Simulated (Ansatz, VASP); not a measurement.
**TaSi53N72 (Ta_Si): VASP beside Ansatz**

Aim: how closely do two programs agree when they are given the same cell, functional and k mesh? The structure shown is the start of the Ansatz relaxation below; VASP solves that cell, so the two are compared at the walk's first step.

Calculated with Ansatz 0.2.0; plane waves, with VASP 6.6.1 beside it; single point at PBEsol.

**1. The structure**

The cell holds 126 atoms: 53 Si, 72 N and 1 Ta. Cell: a = 13.206 Å, b = 13.206 Å, c = 8.731 Å, α = 90.0°, β = 90.0°, γ = 120.0°. It derives from Si3N4 (Si3N4 (P6_3/m)). Nearest the centre at fractional (0.353, 0.473, 0.583): Ta126 at 0.05 Å, N88 at 1.72 Å, N112 at 1.73 Å, N84 at 1.76 Å, N79 at 1.78 Å, Si37 at 2.94 Å, Si27 at 2.95 Å, Si2 at 2.96 Å. The cell carries charge +1.

**2. Ansatz: relaxation, PBEsol**

Ansatz runs on its PAW soft_1 files.

The two programs are compared at the cell with which this relaxation starts, whose forces are those of its first step.

input.yaml

```yaml
crystal:
  lattice:
    - [11.43668588, 6.60297367, 0.0]
    - [-11.43668588, 6.60297367, 0.0]
    - [0.0, 0.0, 2.91025578]
  atoms:
    - { symbol: Si, position: [0.01950046, 0.80655545, 0.75] }
    - { symbol: Si, position: [0.3528338, 0.47322211, 0.75] }
    - { symbol: Si, position: [0.68616713, 0.13988878, 0.75] }
    - { symbol: Si, position: [0.21294502, 0.01950046, 0.25] }
    - { symbol: Si, position: [0.54627835, 0.68616713, 0.25] }
    - { symbol: Si, position: [0.87961168, 0.3528338, 0.25] }
    - { symbol: Si, position: [0.13988878, 0.45372165, 0.25] }
    - { symbol: Si, position: [0.47322211, 0.12038832, 0.25] }
    - { symbol: Si, position: [0.80655545, 0.78705498, 0.25] }
    - { symbol: Si, position: [0.19344455, 0.21294502, 0.75] }
    - { symbol: Si, position: [0.52677789, 0.87961168, 0.75] }
    - { symbol: Si, position: [0.86011122, 0.54627835, 0.75] }
    - { symbol: Si, position: [0.12038832, 0.6471662, 0.75] }
    - { symbol: Si, position: [0.45372165, 0.31383287, 0.75] }
    - { symbol: Si, position: [0.78705498, 0.98049954, 0.75] }
    - { symbol: Si, position: [0.31383287, 0.86011122, 0.25] }
    - { symbol: Si, position: [0.6471662, 0.52677789, 0.25] }
    - { symbol: Si, position: [0.98049954, 0.19344455, 0.25] }
    - { symbol: "N", position: [0.0, 0.66666667, 0.75] }
    - { symbol: "N", position: [0.33333333, 0.33333333, 0.75] }
    - { symbol: "N", position: [0.66666667, 0.0, 0.75] }
    - { symbol: "N", position: [0.0, 0.33333333, 0.25] }
    - { symbol: "N", position: [0.33333333, 0.0, 0.25] }
    - { symbol: "N", position: [0.66666667, 0.66666667, 0.25] }
    - { symbol: "N", position: [0.21345843, 0.45653274, 0.75] }
    - { symbol: "N", position: [0.54679176, 0.12319941, 0.75] }
    - { symbol: "N", position: [0.8801251, 0.78986608, 0.75] }
    - { symbol: "N", position: [0.09025902, 0.8801251, 0.25] }
    - { symbol: "N", position: [0.42359235, 0.54679176, 0.25] }
    - { symbol: "N", position: [0.75692569, 0.21345843, 0.25] }
    - { symbol: "N", position: [0.12319941, 0.57640765, 0.25] }
    - { symbol: "N", position: [0.45653274, 0.24307431, 0.25] }
    - { symbol: "N", position: [0.78986608, 0.90974098, 0.25] }
    - { symbol: "N", position: [0.21013392, 0.09025902, 0.75] }
    - { symbol: "N", position: [0.54346726, 0.75692569, 0.75] }
    - { symbol: "N", position: [0.87680059, 0.42359235, 0.75] }
    - { symbol: "N", position: [0.1198749, 0.21013392, 0.25] }
    - { symbol: "N", position: [0.45320824, 0.87680059, 0.25] }
    - { symbol: "N", position: [0.78654157, 0.54346726, 0.25] }
    - { symbol: "N", position: [0.24307431, 0.78654157, 0.75] }
    - { symbol: "N", position: [0.57640765, 0.45320824, 0.75] }
    - { symbol: "N", position: [0.90974098, 0.1198749, 0.75] }
  supercell: [1, 1, 3]
  defects: [{ substitution: { at: 43, symbol: Ta } }]
total_charge: 1
basis:
  ecutwfc: 420
  xc_grid: 2
hamiltonian:
  xc: pbesol
  pseudopotentials: { kind: paw, azcp: { folder: soft_1 }, xc_functional: pbe }
kpoints:
  mp_grid: { grid: [1, 1, 1], shift: [0.25, 0.25, 0.25] }
scf:
  occupations: { method: fixed }
  max_iter: 60
output:
  forces: true
  charged_corrections: { epsilon: [4.29, 4.29, 4.37], static_epsilon: [8.29, 8.29, 8.25] }
relax:
  f_tol: 0.02
  max_steps: 80
  random_displacement: { amplitude: 0.05, seed: 4678 }
checkpoint:
  write: "../qp1.relax.run"
  compress: false
  write_wavefunctions: true
  write_every: 100000
```

On the command line:

```sh
ansatz run input.yaml --threads 4 --pin off --max-ram 15073MiB --backend cpu --events-out ev --progress --plain --runs-dir out
```

Numbers of over 12 decimals in the logs are rounded to 6 here.

The log of the run:

```text
Engine: ansatz 0.2.0, aarch64-unknown-linux-gnu
Pseudopotentials: kind: paw
Pseudopotential: Si, paw, valence charge 4, recommended cutoff 420 eV (normal), soft_1/Si.paw.azcp
Pseudopotential: N, paw, valence charge 5, recommended cutoff 420 eV (normal), soft_1/N.paw.azcp
Pseudopotential: Ta, paw, valence charge 13, recommended cutoff 420 eV (normal), soft_1/Ta.paw.azcp
Functional definition: PBEsol
  exchange = pbesol_x
  correlation = pbesol_c
Crystal: 126 atoms, lattice volume = 1318.628 Å³
Basis set: ecut = 420 eV, 25805 PW (Γ), exchange–correlation on 180×180×120 points (8 copies of the dense FFT grid, shifted against one another)
Bands: 418, of which v1, the nominal top of the filled ones, is band 292 counted from 1 (291 counted from 0)
Symmetry: 1 space group operations
k-points: 1
Non-local potential: Si, projectors of the file, l = 0: 2, l = 1: 2, l = 2: 1
Non-local potential: N, projectors of the file, l = 0: 2, l = 1: 2, l = 2: 1
Non-local potential: Ta, projectors of the file, l = 0: 3, l = 1: 2, l = 2: 2, l = 3: 1
PAW form: soft (Blöchl's): semilocal exchange-correlation on the pseudo side does not see the compensation charge
PAW frozen core: Si, regenerated for the run's functional, and the local potential with it (the file was generated under x = pbe(κ = 0.804, μ = 0.219515), c = pbe(β = 0.066725))
PAW frozen core: N, regenerated for the run's functional, and the local potential with it (the file was generated under x = pbe(κ = 0.804, μ = 0.219515), c = pbe(β = 0.066725))
PAW frozen core: Ta, regenerated for the run's functional, and the local potential with it (the file was generated under x = pbe(κ = 0.804, μ = 0.219515), c = pbe(β = 0.066725))
PAW one-centre angular grid: Si, 110 points (default); XC on 64 Gauss nodes
PAW one-centre angular grid: N, 110 points (default); XC on 64 Gauss nodes
PAW one-centre angular grid: Ta, 590 points (default); XC on 64 Gauss nodes
Initial density: superposition of atomic densities (chi_scale 0.1, normalization cell, long waves kept (reshape's long-wave potential 0.37 eV rms))
Initial wavefunctions: pseudopotential atomic-orbital guess
Functional: x = pbesol(κ = 0.804, μ = 0.123457), c = pbesol(β = 0.046)
SCF iter   1: F=—  HF=-70252.055312 eV  |F-HF|=—  |Δ(HF+E_count)|=         —  Δρ=1.50e-1  dr2=3.17e2  ethr=3.10e-3  ⟨swp⟩=5.0  Hψ=1652  notcnv=0  defer=124
preconditioner: auto → Resta (q_TF=auto, 2.382 Å⁻¹)  ε∞=3.6  [insulator: Δε(μ)=1.999 eV  Ē_g=15.244 eV  n_scr=282 (ndim 8)  ℏωp=24.5 eV  f_vac=0.011  ε∞_Penn≈3.6]
SCF iter   2: F=—  HF=-70155.183488 eV  |F-HF|=—  |Δ(HF+E_count)|=    9.69e1  Δρ=4.90e-2  dr2=2.06e1  ethr=3.10e-3  ⟨swp⟩=4.0  Hψ=943  notcnv=0  defer=124
SCF iter   3: F=—  HF=-70151.043747 eV  |F-HF|=—  |Δ(HF+E_count)|=    4.14e0  Δρ=2.34e-2  dr2=4.16e0  ethr=3.10e-3  ⟨swp⟩=3.0  Hψ=432  notcnv=0  defer=124
SCF iter   4: F=—  HF=-70150.433404 eV  |F-HF|=—  |Δ(HF+E_count)|=   6.10e-1  Δρ=3.10e-3  dr2=1.80e-1  ethr=7.13e-4  ⟨swp⟩=3.0  Hψ=585  notcnv=0  defer=124
SCF iter   5: F=—  HF=-70150.444439 eV  |F-HF|=—  |Δ(HF+E_count)|=   1.10e-2  Δρ=1.38e-3  dr2=3.01e-2  ethr=3.08e-5  ⟨swp⟩=4.0  Hψ=593  notcnv=0  defer=124
SCF iter   6: F=—  HF=-70150.459715 eV  |F-HF|=—  |Δ(HF+E_count)|=   1.53e-2  Δρ=7.47e-4  dr2=8.88e-3  ethr=5.16e-6  ⟨swp⟩=3.0  Hψ=583  notcnv=0  defer=124
SCF iter   7: F=—  HF=-70150.463311 eV  |F-HF|=—  |Δ(HF+E_count)|=   3.60e-3  Δρ=1.67e-4  dr2=5.50e-4  ethr=1.52e-6  ⟨swp⟩=2.0  Hψ=605  notcnv=0  defer=124
SCF iter   8: F=—  HF=-70150.464361 eV  |F-HF|=—  |Δ(HF+E_count)|=   1.05e-3  Δρ=1.09e-4  dr2=1.71e-4  ethr=9.42e-8  ⟨swp⟩=2.0  Hψ=583  notcnv=0  defer=124
SCF iter   9: F=—  HF=-70150.464411 eV  |F-HF|=—  |Δ(HF+E_count)|=   5.02e-5  Δρ=2.87e-5  dr2=1.12e-5  ethr=2.94e-8  ⟨swp⟩=2.0  Hψ=583  notcnv=0  defer=124
SCF iter  10: F=-70150.464422 eV  HF=-70150.464421 eV  |F-HF|=9.79e-7  |Δ(HF+E_count)|=   9.48e-6  Δρ=8.22e-6  dr2=8.89e-7  ethr=1.71e-9  ⟨swp⟩=4.0  Hψ=1179  notcnv=0
SCF 1 converged in 10 iterations: F = -70150.464422 eV  dr2 = 8.89e-7
  greatest PAW one-centre occupation: 0.999 electrons in one spin orbital (limit 2), on the Ta atom at site 43 (counted from 0), in its partial waves of l = 0
relax step   1: F+E_penalty+E_count = -70150.46442152 eV  Δ(F+E_penalty+E_count) = +0.000e0 eV  max|allowed force component| = 1.110e1 eV/Å  Δτ_max = 0.0000 Å  (10 SCF iters, dr2 threshold 1.00e-5 eV, accepted)
Initial density: handed on by an earlier stage of this run
Initial wavefunctions: those handed on with the density
iter 1 solved again at ethr=3.90e-4 eV; its pass at ethr=3.10e-3 eV (dr2=2.28e0 eV) is discarded
SCF iter   1: F=—  HF=-70156.990352 eV  |F-HF|=—  |Δ(HF+E_count)|=         —  Δρ=1.12e-2  dr2=2.36e0  ethr=3.90e-4  ⟨swp⟩=1.0  Hψ=1364  notcnv=0  defer=122
[...]
- { symbol: N, position: [0.333313, 0.334099, 0.251226] }
    - { symbol: N, position: [0.667439, 0.00196903, 0.249904] }
    - { symbol: N, position: [-0.000303323, 0.333296, 0.083233] }
    - { symbol: N, position: [0.332770, 9.299362315451365e-5, 0.083223] }
    - { symbol: N, position: [0.666724, 0.667506, 0.083214] }
    - { symbol: N, position: [0.212982, 0.456590, 0.249863] }
    - { symbol: N, position: [0.546351, 0.122092, 0.249167] }
    - { symbol: N, position: [0.880882, 0.790827, 0.249386] }
    - { symbol: N, position: [0.090612, 0.879576, 0.083244] }
    - { symbol: N, position: [0.424006, 0.550306, 0.083247] }
    - { symbol: N, position: [0.756889, 0.214628, 0.083244] }
    - { symbol: N, position: [0.122107, 0.576024, 0.083252] }
    - { symbol: N, position: [0.456545, 0.243383, 0.083238] }
    - { symbol: N, position: [0.790118, 0.910343, 0.083251] }
    - { symbol: N, position: [0.210103, 0.090072, 0.250442] }
    - { symbol: N, position: [0.548473, 0.763496, 0.247397] }
    - { symbol: N, position: [0.876234, 0.423461, 0.250122] }
    - { symbol: N, position: [0.120252, 0.210648, 0.083244] }
    - { symbol: N, position: [0.452672, 0.878196, 0.083242] }
    - { symbol: N, position: [0.785097, 0.542723, 0.083245] }
    - { symbol: N, position: [0.242183, 0.785890, 0.249619] }
    - { symbol: N, position: [0.575360, 0.454284, 0.249831] }
    - { symbol: N, position: [0.909549, 0.119797, 0.249568] }
    - { symbol: Si, position: [0.020213, 0.806075, 0.583246] }
    - { symbol: Ta, position: [0.362519, 0.476272, 0.583247] }
    - { symbol: Si, position: [0.685679, 0.139566, 0.583242] }
    - { symbol: Si, position: [0.211810, 0.016597, 0.415368] }
    - { symbol: Si, position: [0.555100, 0.695635, 0.411886] }
    - { symbol: Si, position: [0.878153, 0.352487, 0.416632] }
    - { symbol: Si, position: [0.135946, 0.453366, 0.413202] }
    - { symbol: Si, position: [0.473086, 0.118200, 0.415822] }
    - { symbol: Si, position: [0.809677, 0.789575, 0.416570] }
    - { symbol: Si, position: [0.186339, 0.202431, 0.583252] }
    - { symbol: Si, position: [0.525973, 0.880323, 0.583246] }
    - { symbol: Si, position: [0.858996, 0.545419, 0.583248] }
    - { symbol: Si, position: [0.119036, 0.646693, 0.583257] }
    - { symbol: Si, position: [0.455550, 0.308911, 0.583247] }
    - { symbol: Si, position: [0.786637, 0.980709, 0.583251] }
    - { symbol: Si, position: [0.312912, 0.858933, 0.416396] }
    - { symbol: Si, position: [0.646365, 0.528106, 0.415685] }
    - { symbol: Si, position: [0.979274, 0.192711, 0.416177] }
    - { symbol: N, position: [-0.00143276, 0.665606, 0.583272] }
[...]
- { symbol: Si, position: [0.019238, 0.805624, 0.917383] }
    - { symbol: Si, position: [0.352266, 0.473589, 0.923385] }
    - { symbol: Si, position: [0.686511, 0.141180, 0.916920] }
    - { symbol: Si, position: [0.211815, 0.016599, 0.751093] }
    - { symbol: Si, position: [0.555092, 0.695637, 0.754579] }
    - { symbol: Si, position: [0.878149, 0.352486, 0.749845] }
    - { symbol: Si, position: [0.135931, 0.453359, 0.753310] }
[...]
- { symbol: Si, position: [0.527448, 0.883244, 0.917408] }
    - { symbol: Si, position: [0.858392, 0.545212, 0.916447] }
    - { symbol: Si, position: [0.119117, 0.647146, 0.917169] }
    - { symbol: Si, position: [0.454264, 0.314104, 0.916790] }
    - { symbol: Si, position: [0.786591, 0.980793, 0.917018] }
    - { symbol: Si, position: [0.312913, 0.858931, 0.750085] }
    - { symbol: Si, position: [0.646363, 0.528097, 0.750783] }
    - { symbol: Si, position: [0.979268, 0.192706, 0.750312] }
[...]
- { symbol: N, position: [0.548513, 0.763521, 0.919077] }
    - { symbol: N, position: [0.876241, 0.423468, 0.916364] }
    - { symbol: N, position: [0.118646, 0.208789, 0.749817] }
    - { symbol: N, position: [0.452736, 0.876655, 0.750180] }
    - { symbol: N, position: [0.783801, 0.541093, 0.748958] }
    - { symbol: N, position: [0.242181, 0.785892, 0.916861] }
    - { symbol: N, position: [0.575354, 0.454281, 0.916636] }
    - { symbol: N, position: [0.909546, 0.119786, 0.916918] }
```

Reading the cycles: dr2 is the Hartree energy of the density residual (eV), the measure of convergence; HF is the Harris–Foulkes estimate of the energy, which meets the free energy F at convergence.

**3. VASP: single point, PBEsol, start cell, pair 1**

The same cell, functional and mesh now go to VASP, with its own data sets.

Lines of VASP's logs that name or quote its potential files are left out, and so is its time.

INCAR

```
SYSTEM = TaSi53N72
PREC = Accurate
ENCUT = 520
EDIFF = 1E-06
NELM = 120
ISMEAR = 0
SIGMA = 0.01
LREAL = Auto
ALGO = Normal
GGA = PS
NELECT = 582
NBANDS = 384
LASPH = .TRUE.
LORBIT = 11
LWAVE = .FALSE.
LCHARG = .FALSE.
ISIF = 2
ISYM = 0
GGA_COMPAT = .FALSE.
EFERMI = MIDGAP
NCORE = 4
```

POSCAR

```
TaSi53N72
1.0
   11.4366858822      6.6029736727      0.0000000000
  -11.4366858822      6.6029736727      0.0000000000
    0.0000000000      0.0000000000      8.7307673276
Si N Ta
53 72 1
Direct
    0.0192330365      0.8061337255      0.2556995183
    0.3513018529      0.4726453972      0.2446439035
[... 7 atom lines left out ...]
    0.1953975818      0.2156956823      0.2456352254
[... 3 atom lines left out ...]
    0.4527530727      0.3166310339      0.2474434284
[... 7 atom lines left out ...]
    0.5484178852      0.6839352034      0.4166231745
[... 1 atom line left out ...]
    0.1386594745      0.4561448053      0.4136514999
[... 2 atom lines left out ...]
    0.1961332934      0.2172659015      0.5836839775
    0.5300261045      0.8830170882      0.5860597137
[... 1 atom line left out ...]
    0.1175344573      0.6441441817      0.5869389033
    0.4533745272      0.3103225962      0.5860012995
[... 2 atom lines left out ...]
    0.6507703747      0.5306555080      0.4174740734
    0.9764102647      0.1917116123      0.4186367432
[... 1 atom line left out ...]
    0.3563800053      0.4742584724      0.9198252225
[... 2 atom lines left out ...]
    0.5438971098      0.6863750983      0.7456881802
[... 1 atom line left out ...]
    0.1368705520      0.4547796943      0.7514448334
[... 2 atom lines left out ...]
    0.1893860918      0.2123207953      0.9168012043
[... 3 atom lines left out ...]
    0.4547813619      0.3180257479      0.9162516535
[... 2 atom lines left out ...]
    0.6437962737      0.5228065907      0.7488375024
    0.9774192903      0.1945579708      0.7506380315
[... 1 atom line left out ...]
    0.3304710688      0.3295666984      0.2474979482
[... 4 atom lines left out ...]
    0.2129960221      0.4525465377      0.2495858518
[... 3 atom lines left out ...]
    0.4199935677      0.5431761063      0.0815937447
[... 5 atom lines left out ...]
    0.5438883753      0.7551943449      0.2548852714
[... 5 atom lines left out ...]
    0.5791244495      0.4575313573      0.2498507769
[... 2 atom lines left out ...]
    0.3334693573      0.3301461918      0.5862528238
[... 1 atom line left out ...]
    0.9957116007      0.3306851270      0.4174792276
[... 1 atom line left out ...]
    0.6695803335      0.6702313088      0.4138267422
    0.2126288368      0.4571684726      0.5779396943
[... 3 atom lines left out ...]
    0.4259190774      0.5476908927      0.4214985765
[... 1 atom line left out ...]
    0.1233401838      0.5798934243      0.4142018524
    0.4541110057      0.2436932304      0.4205491754
[... 1 atom line left out ...]
    0.2101152401      0.0864746143      0.5828960742
    0.5422597433      0.7527101330      0.5826632195
[... 1 atom line left out ...]
    0.1169698059      0.2089459265      0.4124056758
[... 3 atom lines left out ...]
    0.5739258521      0.4544227885      0.5804291662
[... 2 atom lines left out ...]
    0.3319777273      0.3347247644      0.9122115733
[... 1 atom line left out ...]
    0.9999317667      0.3367509327      0.7476482599
[... 1 atom line left out ...]
    0.6630832034      0.6631884787      0.7520628776
    0.2165861000      0.4595777349      0.9199821389
[... 3 atom lines left out ...]
    0.4197387786      0.5466530801      0.7499771503
[... 1 atom line left out ...]
    0.1247560632      0.5756747168      0.7451611933
    0.4526600915      0.2422589294      0.7479536168
[... 2 atom lines left out ...]
    0.5397464105      0.7567265764      0.9183177949
[... 1 atom line left out ...]
    0.1192706323      0.2135815202      0.7500395732
[... 3 atom lines left out ...]
    0.5736490608      0.4539456770      0.9135863665
[... 1 atom line left out ...]
    0.3560597270      0.4731198626      0.5804682235
```

KPOINTS

```
Points of the shifted mesh
1
Reciprocal
 0.2500000000  0.2500000000  0.2500000000 1
```

The projector-augmented-wave data sets are Si, N and Ta_pv (PBE family, release 64).

On the command line:

```sh
mpirun -np 16 vasp_std
```

The log of the run:

```text
[banner, memory and clock lines left out]
running   16 mpi-ranks, on    1 nodes
[...]
|                                                                             |
|               ----> ADVICE to this user running VASP <----                  |
|                                                                             |
|     You enforced a specific xc type in the INCAR file but a different       |
|     [... a line on the potential file left out ...]
|     I HOPE YOU KNOW WHAT YOU ARE DOING!                                     |
|                                                                             |

 LDA part: xc-table for (Slater+PW92), standard interpolation
 POSCAR, INCAR and KPOINTS ok, starting setup
[...]
entering main loop
       N       E                     dE             d eps       ncg     rms          rms(c)
DAV:   1     0.282988047318E+04    0.28299E+04   -0.28910E+05   784   0.141E+03
DAV:   2    -0.953501019504E+03   -0.37834E+04   -0.36363E+04   936   0.305E+02
DAV:   3    -0.122802891510E+04   -0.27453E+03   -0.27226E+03   928   0.845E+01
DAV:   4    -0.123442677296E+04   -0.63979E+01   -0.63708E+01   960   0.131E+01
DAV:   5    -0.123458402804E+04   -0.15726E+00   -0.15699E+00   944   0.203E+00BRMIX: very serious problems
 the old and the new charge density differ
 old charge density:   583.00000 new  582.00000
    0.100E+02
DAV:   6    -0.109181588002E+04    0.14277E+03   -0.53486E+02   888   0.320E+01    0.442E+01
DAV:   7    -0.108956283313E+04    0.22530E+01   -0.28327E+01   960   0.789E+00    0.210E+01
DAV:   8    -0.108863526342E+04    0.92757E+00   -0.20429E+00   912   0.254E+00    0.630E+00
DAV:   9    -0.108855411587E+04    0.81148E-01   -0.24876E-01   944   0.937E-01    0.116E+00
[...]
DAV:  16    -0.108857074792E+04   -0.97816E-05   -0.15532E-05   952   0.646E-03    0.614E-03
DAV:  17    -0.108857074964E+04   -0.17141E-05   -0.19371E-06   576   0.274E-03    0.366E-03
DAV:  18    -0.108857075011E+04   -0.47428E-06   -0.13097E-06   656   0.187E-03
   1 F= -.10885708E+04 E0= -.10885708E+04  d E =0.000000E+00
```

From OUTCAR (step 3):

```text
  FREE ENERGIE OF THE ION-ELECTRON SYSTEM (eV)
  ---------------------------------------------------
  free  energy   TOTEN  =     -1088.5707501113 eV

  energy  without entropy=    -1088.5707501113  energy(sigma->0) =    -1088.57075011
```

The run ends at a pressure of 3.04 GPa, with forces up to 13 eV/Å.

**4. Differences**

Known differences besides the potentials themselves: fixed occupations in Ansatz, narrow Gaussian smearing in VASP; the cutoff is 420 eV in Ansatz and 520 eV in VASP (PREC = Accurate, projectors in real space); Ansatz makes its cores anew for this functional, VASP keeps those of its PBE data sets. Total energies have different zeros and are not compared.

Forces on 7 of the 126 atoms, those with the largest forces and the largest differences (eV/Å; atoms numbered as in POSCAR):

```
 atom         Ansatz x, y, z           VASP x, y, z
  Si8  -1.302, -1.817, 3.148  -1.308, -1.813, 3.155
 Si27  0.755, -3.520, -0.817  0.759, -3.541, -0.814
  N79  5.468, -3.854, -0.051  5.676, -3.995, -0.044
  N84  -4.698, -3.452, 0.904  -4.849, -3.562, 0.911
  N88  0.052, 5.025, -11.099  0.039, 5.259, -11.447
 N112   -0.276, 4.681, 7.279   -0.292, 4.837, 7.532
Ta126  -1.155, -2.815, 2.869  -1.175, -2.927, 2.957
```

The forces differ by 33 meV/Å r.m.s., which is 2.3 % of the r.m.s. force of 1.454 eV/Å (both taken over all components). The cell carries a charge of +1 e against a uniform background, so its pressure also hangs on how the neutralising background is counted, and in a defect's cell a gap may be the spacing between its levels.

(Part 1 of 2 ends here.)

[Lines on the potential files, build, host, timing and source positions are cut from VASP's logs without a mark.]

[Logs are printed without paths, hosts, clocks, repeated set-up lines and the standing remarks that a program may print on its own settings, such as how far it seeks lower states.]

[Hosts, paths, dates, database ids (printed as entryN), source tags and the programs' standing remarks are cut or masked in the printed files.]
